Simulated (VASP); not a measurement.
# CaSe (Fm-3m) in VASP: a series of runs, part 2 of 2

VASP 6.6.1. The steps go on from the part before.

## 5. Single point, r2SCAN

Input file INCAR:

```
SYSTEM = CaSe
PREC = Accurate
ENCUT = 300
EDIFF = 1E-6
ISMEAR = 0
SIGMA = 0.05
LREAL = .FALSE.
LASPH = .TRUE.
NELM = 100
ALGO = Normal
ISIF = 2
LWAVE = .FALSE.
LCHARG = .FALSE.
METAGGA = R2SCAN
LMIXTAU = .TRUE.
ADDGRID = .FALSE.
```

Input file KPOINTS:

```
regular mesh
0
G
  7 7 7
  0 0 0
```

Input file POSCAR:

```
CaSe
1.0
    0.0000000000      2.9560000000      2.9560000000
    2.9560000000      0.0000000000      2.9560000000
    2.9560000000      2.9560000000      0.0000000000
Se Ca
1 1
Direct
    0.5000000000      0.5000000000      0.5000000000
    0.0000000000      0.0000000000      0.0000000000
```

Potentials or basis: VASP PAW PBE potentials, release 64 (Se, Ca_sv).

Command:

```
$ cat potpaw_PBE.64/Se/POTCAR potpaw_PBE.64/Ca_sv/POTCAR > POTCAR
$ mpirun -np 1 vasp_std > vasp.out
```

OUTCAR:

```text
SYSTEM = CaSe
   PREC = Accurate
   ENCUT = 300
   EDIFF = 1E-6
   ISMEAR = 0
   LREAL = .FALSE.
   LASPH = .TRUE.
   NELM = 100
   ISIF = 2
   METAGGA = R2SCAN

 Found     20 irreducible k-points:

 Following reciprocal coordinates:
            Coordinates               Weight
  0.000000  0.000000  0.000000      1.000000
  0.142857  0.000000  0.000000      8.000000
  0.285714  0.000000  0.000000      8.000000
  0.428571  0.000000  0.000000      8.000000
  0.142857  0.142857  0.000000      6.000000
  0.285714  0.142857  0.000000     24.000000
   k-points           NKPTS =     20   k-points in BZ     NKDIM =     20   number of bands    NBANDS=     12
   number of dos      NEDOS =    301   number of ions     NIONS =      2
   total plane-waves  NPLWV =  13824
   dimension x,y,z NGX =    24 NGY =   24 NGZ =   24
   dimension x,y,z NGXF=    48 NGYF=   48 NGZF=   48
   ions per type =               1   1
   NGX,Y,Z   is equivalent  to a cutoff of   9.54,  9.54,  9.54 a.u.
   NGXF,Y,Z  is equivalent  to a cutoff of  19.09, 19.09, 19.09 a.u.
 SYSTEM =  CaSe
   PREC   = accura    normal or accurate (medium, high low for compatibility)
   ISTART =      0    job   : 0-new  1-cont  2-samecut
   ICHARG =      2    charge: 1-file 2-atom 10-const
   ISPIN  =      1    spin polarized calculation?
   LNONCOLLINEAR =      F non collinear calculations
   LSORBIT =      F    spin-orbit coupling
   LASPH  =      T    aspherical Exc in radial PAW
   ENCUT  =  300.0 eV  22.05 Ry    4.70 a.u.   5.90  5.90  5.90*2*pi/ulx,y,z
   NELM   =    100;   NELMIN=  2; NELMDL= -5     # of ELM steps
   EDIFF  = 0.1E-05   stopping-criterion for ELM
   LREAL  =      F    real-space projection
   EDIFFG = 0.1E-04   stopping-criterion for IOM
   NSW    =      0    number of steps for IOM
   IBRION =     -1    ionic relax: 0-MD 1-quasi-New 2-CG
   NFREE  =      0    steps in history (QN), initial steepest desc. (CG)
   ISIF   =      2    stress and relaxation
   ISYM   =      2    0-nonsym 1-usesym 2-fastsym
   POTIM  = 0.5000    time-step for ionic-motion
   TEBEG  =    0.0;   TEEND  =   0.0 temperature during run
   PSTRESS=    0.0 pullay stress
   NELECT =      16.0000    total number of electrons
   NUPDOWN=      -1.0000    fix difference up-down
   EMIN   =  10.00;   EMAX   =-10.00  energy-range for DOS
   EFERMI =   0.00;   METHOD = LEGACY
   ISMEAR =     0;   SIGMA  =   0.05  broadening in eV -4-tet -1-fermi 0-gaus
   EFERMI_NEDOS =   21; number of points for ismear=-14 and -15
   IALGO  =     38    algorithm
   IMIX   =      4    mixing-type and parameters
     AMIX     =   0.40;   BMIX     =  1.00
     AMIX_MAG =   1.60;   BMIX_MAG =  1.00
  volume/ion in A,a.u.               =      25.83       174.30
  Fermi-wavevector in a.u.,A,eV,Ry     =   1.107645  2.093145 16.692666  1.226876
  Thomas-Fermi vector in A             =   2.244161
   LORBIT       =      0    0 simple, 1 ext, 2 COOP (PROOUT), +10 PAW based schemes
   METAGGA = R2SCAN    functional components
   LHFCALC =     F    Hartree Fock is set to
   AEXX    =    0.0000 exact exchange contribution
   IVDW    =     0    specifies the selected vdW correction
   LEPSILON=     F    determine dielectric tensor
   LRPA    =     F    only Hartree local field effects (RPA)
 non-spin polarized calculation
 Gauss-broadening in eV      SIGMA  =   0.05
  energy-cutoff  :      300.00
  volume of cell :       51.66
 maximum number of plane-waves:       620
   NGX = 11   NGY = 11   NGZ = 11

 number of electron      15.9999991 magnetization

 Free energy of the ion-electron system (eV)
  ---------------------------------------------------
  ext. energy  EPLUGINS =         0.00000000
  ---------------------------------------------------
  free energy    TOTEN  =       -25.98239594 eV

  energy without entropy =      -25.98239594  energy(sigma->0) =      -25.98239594

 E-fermi :   2.4707     XC(G=0):  -9.5875

 val. band max:        2.1947882235   @ k =   0.0000   0.0000   0.0000
 cond. band min:       4.7491438180   @ k =   0.4286   0.4286   0.0000
 fundamental gap:      2.5543555944
 Fermi energy:         2.4706656746

 k-point     1 :       0.0000    0.0000    0.0000
  band No.  band energies     occupation
      1     -39.0934      2.00000
      2     -19.2064      2.00000
      3     -19.2063      2.00000
      4     -19.2063      2.00000
      5     -10.0035      2.00000
      6       2.1948      2.00000
      7       2.1948      2.00000
      8       2.1948      2.00000
      9       6.3487      0.00000
     10       6.4223      0.00000
     11       6.4223      0.00000
     12       6.4224      0.00000

 k-point     2 :       0.1429    0.0000    0.0000
  band No.  band energies     occupation
      1     -39.0921      2.00000
      2     -19.2288      2.00000
      3     -19.2076      2.00000
      4     -19.2076      2.00000
      5      -9.8788      2.00000
      6       1.2945      2.00000
      7       1.9010      2.00000
      8       1.9010      2.00000
      9       6.4016      0.00000
     10       6.7037      0.00000
     11       6.7038      0.00000
     12       7.4355      0.00000

 k-point     3 :       0.2857    0.0000    0.0000
  band No.  band energies     occupation
      1     -39.0892      2.00000
      2     -19.2791      2.00000
      3     -19.2107      2.00000
      4     -19.2107      2.00000
      5      -9.5803      2.00000
      6      -0.0921      2.00000
      7       1.3813      2.00000
      8       1.3813      2.00000
      9       6.5808      0.00000
     10       7.3814      0.00000
     11       7.3815      0.00000
     12       8.7928      0.00000

 k-point     4 :       0.4286    0.0000    0.0000
  band No.  band energies     occupation
      1     -39.0869      2.00000
      2     -19.3182      2.00000
      3     -19.2132      2.00000
      4     -19.2131      2.00000
      5      -9.3180      2.00000
      6      -0.9680      2.00000
      7       1.0467      2.00000
      8       1.0468      2.00000
      9       7.1225      0.00000
     10       8.1615      0.00000
     11       8.1616      0.00000
     12       8.5487      0.00000

 k-point     5 :       0.1429    0.1429    0.0000
  band No.  band energies     occupation
      1     -39.0917      2.00000
      2     -19.2266      2.00000
      3     -19.2125      2.00000
      4     -19.2124      2.00000
      5      -9.8473      2.00000
      6       1.0501      2.00000
      7       1.9118      2.00000
      8       1.9118      2.00000
      9       5.9856      0.00000
     10       6.8921      0.00000
     11       7.1360      0.00000
     12       7.1362      0.00000

 k-point     6 :       0.2857    0.1429    0.0000
  band No.  band energies     occupation
      1     -39.0893      2.00000
      2     -19.2623      2.00000
      3     -19.2178      2.00000
      4     -19.2153      2.00000
      5      -9.6314      2.00000
      6       0.1560      2.00000
      7       1.4081      2.00000
      8       1.5456      2.00000
      9       5.9957      0.00000
     10       7.4054      0.00000
     11       7.5260      0.00000
     12       8.0668      0.00000

 [... further k-points ...]
[... 5 lines left out ...]
  --------------------------------------------------------------------------------------
  -------------------------------------------------------------------------------------
  Total        0.2539189      0.2539189      0.2539189      0.0000000      0.0000000     -0.0000000
  in kB        7.8752132      7.8752132      7.8752132      0.0000000      0.0000000     -0.0000000
  external PRESSURE =       7.8752132 kB  Pullay stress =       0.0000000 kB

 VOLUME and BASIS-vectors are now :
 -----------------------------------------------------------------------------
  energy-cutoff  :      300.00
  volume of cell :       51.66
      direct lattice vectors                 reciprocal lattice vectors
     0.000000000  2.956000000  2.956000000    -0.169147497  0.169147497  0.169147497
     2.956000000  0.000000000  2.956000000     0.169147497 -0.169147497  0.169147497
     2.956000000  2.956000000  0.000000000     0.169147497  0.169147497 -0.169147497

 POSITION                                       TOTAL-FORCE (eV/Angst)
 -----------------------------------------------------------------------------------
      2.95600      2.95600      2.95600         0.000000     -0.000000      0.000000
      0.00000      0.00000      0.00000        -0.000000      0.000000      0.000000
 -----------------------------------------------------------------------------------
    total drift:                                0.000000     -0.000000     -0.000000

  FREE ENERGIE OF THE ION-ELECTRON SYSTEM (eV)
  ---------------------------------------------------
  free  energy   TOTEN  =       -25.9823959377 eV

  energy  without entropy=      -25.9823959377  energy(sigma->0) =      -25.98239594
```

Run time: 23 s. Hardware: 1 thread of Intel Xeon Platinum 8488C (Sapphire Rapids), shared host; peak memory 0.13 GiB.

The run converged, but some of its settings lie outside the range that counts as converged, so its numbers aren't taken as properties of the crystal.

Results:

| Property | Result |
| --- | --- |
| Free energy | -25.9824 eV |
| Band gap on the k mesh | 2.55 eV, indirect (least direct gap 3.48 eV) |

Caveat: the cutoff is under 1.25 times the usual one of these potentials, so pressure, stress and relaxed cells hold a basis-set (Pulay) error; the PAW data sets were made with another functional, which shifts forces and pressure a little; an odd mesh through Γ misses points on the zone boundary, where band edges often lie.

## 6. For comparison

An earlier run on the cell as given: functional PBEsol; potentials or basis VASP PAW PBE potentials, release 64 (Se, Ca_sv); cutoff 520 eV; k mesh 8 × 8 × 8; occupations fermi-dirac, width 0.05 eV; no spin polarisation.

* Pressure: -0.9 GPa
* Band gap on the k mesh: 1.92 eV, indirect (least direct gap 2.87 eV)
